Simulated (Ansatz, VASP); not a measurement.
**H2PdO2 in two plane-wave programs**

One calculation is typed for both programs; each brings its own data sets. How far apart do they land? The cell is taken from a series of runs on this material, whose earlier steps may have relaxed, scaled, displaced or heated it; both programs get it as it stands.

Calculated with Ansatz 0.2.0; plane waves, with VASP 6.6.1 beside it; PBE, spin-orbit coupling.

## Step 1: The starting structure

The cell holds 5 atoms: 1 Pd, 2 O and 2 H. Cell: a = 3.560 Å, b = 3.560 Å, c = 18.510 Å, α = 90.0°, β = 90.0°, γ = 50.6°. Vacuum lies along c.

## Step 2: VASP: single point, PBE, spin-orbit coupling

A single point takes one fixed geometry, so differences don't come from the geometry; what else differs is listed under the comparison.

Lines of VASP's logs that name or quote its potential files are left out, and so is its time.

Contents of INCAR:

```
SYSTEM = H2PdO2
PREC = Accurate
ENCUT = 520
EDIFF = 1E-06
NELM = 200
ISMEAR = 0
SIGMA = 0.01
LREAL = .FALSE.
ALGO = Normal
GGA = PE
LNONCOLLINEAR = .TRUE.
MAGMOM = 0 0 0 0 0 0 0 0 0 0 0 0 0 0 0
NBANDS = 36
GGA_COMPAT = .FALSE.
LASPH = .TRUE.
LSORBIT = .TRUE.
LMAXMIX = 4
LORBIT = 11
LWAVE = .FALSE.
LCHARG = .FALSE.
ISIF = 2
EFERMI = MIDGAP
KPAR = 2
```

Contents of POSCAR:

```
H2PdO2
1.0
    3.5483020760      0.2921703206      0.0000000000
    2.0264373672      2.9273473855      0.0000000000
    0.0000000000      0.0000000000     18.5100000000
Pd O H
1 2 2
Direct
    0.3281227414      0.3403366586      0.5000000000
    0.8226718421      0.8348852230      0.5740140189
    0.8335741770      0.8457875579      0.4259859811
    0.6830430130      0.6952561735      0.5948376215
    0.9732032265      0.9854163870      0.4051623785
```

Contents of KPOINTS:

```
Automatic mesh
0
Gamma
10 10 1
0 0 0
```

The projector-augmented-wave data sets are Pd, O and H (PBE family, release 64).

Run with:

```bash
mpirun -np 2 vasp_ncl
```

Numbers of over 12 decimals in the logs are rounded to 6 here.

The program printed:

```text
[banner, memory and clock lines left out]
running    2 mpi-ranks, on    1 nodes
 distrk:  each k-point on    1 cores,    2 groups
 distr:  one band on    1 cores,    1 groups

 POSCAR found type information on POSCAR PdO H
 POSCAR found :  3 types and       5 ions
 LDA part: xc-table for (Slater+PW92), standard interpolation
 POSCAR, INCAR and KPOINTS ok, starting setup
 FFT: planning ... GRIDC
 FFT: planning ... GRID_SOFT
 FFT: planning ... GRID
 WAVECAR not read
 entering main loop
       N       E                     dE             d eps       ncg     rms          rms(c)
DAV:   1     0.194051027544E+03    0.19405E+03   -0.95752E+03  2304   0.105E+03
DAV:   2    -0.122368709060E+01   -0.19527E+03   -0.18185E+03  3004   0.250E+02
DAV:   3    -0.280622904300E+02   -0.26839E+02   -0.26273E+02  2732   0.100E+02
DAV:   4    -0.287088751605E+02   -0.64658E+00   -0.64442E+00  2640   0.175E+01
DAV:   5    -0.287198617617E+02   -0.10987E-01   -0.10983E-01  2652   0.210E+00    0.183E+01
DAV:   6    -0.257707565976E+02    0.29491E+01   -0.14380E+01  2512   0.363E+01    0.991E+00
DAV:   7    -0.253790420327E+02    0.39171E+00   -0.22653E+00  2512   0.221E+01    0.612E+00
DAV:   8    -0.253365975815E+02    0.42444E-01   -0.43713E-01  2624   0.565E+00    0.137E+00
DAV:   9    -0.253182005556E+02    0.18397E-01   -0.47096E-02  2700   0.175E+00    0.465E-01
DAV:  10    -0.253168905540E+02    0.13100E-02   -0.40023E-03  2596   0.521E-01    0.233E-01
DAV:  11    -0.253141220471E+02    0.27685E-02   -0.36561E-03  2508   0.426E-01    0.777E-02
DAV:  12    -0.253138592956E+02    0.26275E-03   -0.42825E-04  2440   0.164E-01    0.497E-02
DAV:  13    -0.253137750609E+02    0.84235E-04   -0.41056E-04  2420   0.155E-01    0.369E-02
DAV:  14    -0.253140102796E+02   -0.23522E-03   -0.11921E-04  2404   0.701E-02    0.324E-02
DAV:  15    -0.253143111261E+02   -0.30085E-03   -0.70408E-05  2404   0.552E-02    0.114E-02
DAV:  16    -0.253145274807E+02   -0.21635E-03   -0.23349E-05  2348   0.306E-02    0.129E-02
DAV:  17    -0.253145677121E+02   -0.40231E-04   -0.19965E-05  2412   0.232E-02    0.382E-03
DAV:  18    -0.253146478464E+02   -0.80134E-04   -0.57413E-06  2444   0.118E-02    0.309E-03
DAV:  19    -0.253146963576E+02   -0.48511E-04   -0.20002E-06  2144   0.647E-03    0.209E-03
DAV:  20    -0.253147441723E+02   -0.47815E-04   -0.29648E-06  2316   0.788E-03    0.124E-03
DAV:  21    -0.253147694127E+02   -0.25240E-04   -0.84408E-07  2000   0.445E-03    0.704E-04
DAV:  22    -0.253147795220E+02   -0.10109E-04   -0.25103E-07  1744   0.248E-03    0.365E-04
DAV:  23    -0.253147844344E+02   -0.49124E-05   -0.20289E-07  1728   0.157E-03    0.173E-04
DAV:  24    -0.253147854043E+02   -0.96991E-06   -0.33801E-08  1756   0.781E-04
   1 F= -.25314785E+02 E0= -.25314785E+02  d E =0.000000E+00  mag=     0.0000    -0.0000    -0.0000
```

Parts of OUTCAR (step 2):

```text
ion  position               nearest neighbor table
   1  0.328  0.340  0.500-   3 2.05   2 2.05   2 2.05   3 2.05
   2  0.823  0.835  0.574-   4 0.98   1 2.05   1 2.05
   3  0.834  0.846  0.426-   5 0.98   1 2.05   1 2.05
   4  0.683  0.695  0.595-   2 0.98
   5  0.973  0.985  0.405-   3 0.98

  LATTYP: Found a base centered orthorhombic cell.
 ALAT       =     3.0430626604
 B/A-ratio  =     2.1155084861
 C/A-ratio  =     6.0826877608

 Subroutine GETGRP returns: Found  4 space group operations
 (whereof  1 operations were pure point group operations)

The static configuration has the point symmetry C_1 .
 The point group associated with its full space group is C_2h.

 Found     31 irreducible k-points:

   k-points           NKPTS =     31   k-points in BZ     NKDIM =     31   number of bands    NBANDS=     36

   dimension x,y,z NGX =    28 NGY =   28 NGZ =  140
   dimension x,y,z NGXF=    56 NGYF=   56 NGZF=  280

   ENCUT  =  520.0 eV  38.22 Ry    6.18 a.u.   6.62  6.62 34.42*2*pi/ulx,y,z

   NELECT =      24.0000    total number of electrons

 k-points in reciprocal lattice and weights: Automatic mesh
   0.00000000  0.00000000  0.00000000       0.010
   0.10000000  0.00000000  0.00000000       0.040
   0.20000000  0.00000000  0.00000000       0.040
   0.30000000  0.00000000  0.00000000       0.040
   0.40000000  0.00000000  0.00000000       0.040
   0.50000000  0.00000000  0.00000000       0.020
   0.10000000  0.10000000  0.00000000       0.020
   0.20000000  0.10000000  0.00000000       0.040
   0.30000000  0.10000000  0.00000000       0.040
[...]
-0.40000000  0.40000000  0.00000000       0.020
   0.50000000  0.50000000  0.00000000       0.010

 average (electrostatic) potential at core
       1 -83.1478       2 -78.9188       3 -78.9188       4 -42.5877       5 -42.5877

 E-fermi :  -2.1564

 k-point     1 :       0.0000    0.0000    0.0000
  band No.  band energies     occupation
    ...
     20      -4.5221      1.00000
     21      -4.3004      1.00000
     22      -4.3004      1.00000
     23      -3.5652      1.00000
     24      -3.5652      1.00000
     25      -0.8274      0.00000
     26      -0.8274      0.00000
     27      -0.0434      0.00000
     28      -0.0434      0.00000
     29       0.8533      0.00000
    ...

 k-point     2 :       0.1000    0.0000    0.0000
  band No.  band energies     occupation
    ...
     20      -4.3968      1.00000
     21      -4.2134      1.00000
     22      -4.2134      1.00000
     23      -3.5937      1.00000
     24      -3.5937      1.00000
     25      -1.1121      0.00000
     26      -1.1121      0.00000
     27       0.2468      0.00000
     28       0.2468      0.00000
     29       1.1920      0.00000
    ...

 k-point     3 :       0.2000    0.0000    0.0000
  band No.  band energies     occupation
    ...
     20      -4.2486      1.00000
     21      -4.1166      1.00000
     22      -4.1166      1.00000
     23      -3.6453      1.00000
     24      -3.6453      1.00000
     25      -1.5012      0.00000
     26      -1.5012      0.00000
     27       0.9759      0.00000
     28       0.9759      0.00000
     29       1.8974      0.00000
    ...

  Total        0.0557009      0.0014753      0.0101272      0.0469882     -0.0562604     -0.0974203
  in kB        0.4922207      0.0130368      0.0894925      0.4152279     -0.4971649     -0.8608891
  external PRESSURE =       0.1982500 kB  Pullay stress =       0.0000000 kB

  energy-cutoff  :      520.00
  volume of cell :      181.31
      direct lattice vectors                 reciprocal lattice vectors
     3.548302076  0.292170321  0.000000000     0.298859934 -0.206883864  0.000000000
     2.026437367  2.927347386  0.000000000    -0.029828371  0.362254692  0.000000000
     0.000000000  0.000000000 18.510000000     0.000000000  0.000000000  0.054024851

 POSITION                                       TOTAL-FORCE (eV/Angst)
 -----------------------------------------------------------------------------------
      1.85395      1.09215      9.25500         0.000000     -0.000000      0.000000
      4.61093      2.68436     10.62500         0.071424      0.041249     -0.037628
      4.67171      2.71946      7.88500        -0.071424     -0.041249      0.037628
      3.83254      2.23482     11.01044        -0.082917     -0.047886      0.056454
      5.45010      3.16900      7.49956         0.082917      0.047886     -0.056454
 -----------------------------------------------------------------------------------
    total drift:                               -0.001082      0.001894     -0.000022

  FREE ENERGIE OF THE ION-ELECTRON SYSTEM (eV)
  ---------------------------------------------------
  free  energy   TOTEN  =       -25.3147854043 eV

  energy  without entropy=      -25.3147854043  energy(sigma->0) =      -25.31478540

 Spin-Orbit-Coupling matrix elements
 Ion:    1  E_soc:     -0.0923947
 Ion:    2  E_soc:      0.0002385
 Ion:    3  E_soc:      0.0002385
 Ion:    4  E_soc:      0.0000001
 Ion:    5  E_soc:      0.0000001

 total charge
# of ion       s       p       d       tot
------------------------------------------
    1        0.488   0.497   8.430   9.415
    2        1.562   3.491   0.000   5.053
    3        1.562   3.491   0.000   5.053
    4        0.614   0.120   0.000   0.734
    5        0.614   0.120   0.000   0.734
--------------------------------------------------
tot          4.839   7.720   8.430  20.989

 magnetization (x)
# of ion       s       p       d       tot
------------------------------------------
    1        0.000  -0.000  -0.000  -0.000
    2        0.000   0.000   0.000   0.000
    3        0.000   0.000   0.000   0.000
    4        0.000  -0.000   0.000   0.000
    5        0.000  -0.000   0.000   0.000
--------------------------------------------------
tot          0.000   0.000  -0.000   0.000

 magnetization (y)
# of ion       s       p       d       tot
------------------------------------------
    1       -0.000   0.000   0.000   0.000
    2       -0.000  -0.000   0.000  -0.000
    3       -0.000  -0.000   0.000  -0.000
    4       -0.000   0.000   0.000  -0.000
    5       -0.000   0.000   0.000  -0.000
--------------------------------------------------
tot         -0.000  -0.000   0.000  -0.000

 magnetization (z)
# of ion       s       p       d       tot
------------------------------------------
    1        0.000   0.000   0.000   0.000
    2        0.000   0.000   0.000   0.000
    3        0.000   0.000   0.000   0.000
    4        0.000   0.000   0.000   0.000
    5        0.000   0.000   0.000   0.000
--------------------------------------------------
tot          0.000   0.000   0.000   0.000

[... 3 further parts left out ...]
```

[end of part 1 of 2]

[Lines on the potential files, build, host, timing and source positions are cut from VASP's logs without a mark.]

[Logs are printed without paths, hosts, clocks, repeated set-up lines and the standing remarks that a program may print on its own settings, such as how far it seeks lower states.]

[Hosts, paths, dates, database ids (printed as entryN), source tags and the programs' standing remarks are cut or masked in the printed files.]
